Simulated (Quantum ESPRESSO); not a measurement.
CaO:

```xyz
2
Lattice="0.0000 2.4036 2.4036 2.4036 0.0000 2.4036 2.4036 2.4036 0.0000" Properties=species:S:1:pos:R:3 pbc="T T T"
Ca    0.0000    0.0000    0.0000
O     2.4036    2.4036    2.4036
```

The cell is a database's computed one.

Base run:

| Quantity | Value |
| --- | --- |
| Program | Quantum ESPRESSO 7.5 |
| Functional | AM05 |
| Potentials or basis | PseudoDojo 0.4.1 SR PBE standard |
| Cutoff | 1143 eV |
| Density cutoff | 4572 eV |
| k mesh | 8 × 8 × 8, shifted |
| Occupations | fermi-dirac, width 0.05 eV |
| Spin | no spin polarisation |

Its results: pressure -1.9 GPa; electronic dielectric tensor (diagonal) 3.82.

Task: After a change of settings the same cell gave: pressure 1.3 GPa; electronic dielectric tensor (diagonal) 3.78. Which change was it?
A. functional from AM05 to LDA; potentials or basis from PseudoDojo 0.4.1 SR PBE standard to PseudoDojo 0.4.1 SR LDA standard
B. functional from AM05 to WC
C. functional from AM05 to PBE
D. functional from AM05 to BLYP

Result: C.

PBE binds less tightly than AM05, so the same cell stands under more pressure.

Caveats: the potentials were made for another functional, which shifts forces and pressure (some runs).
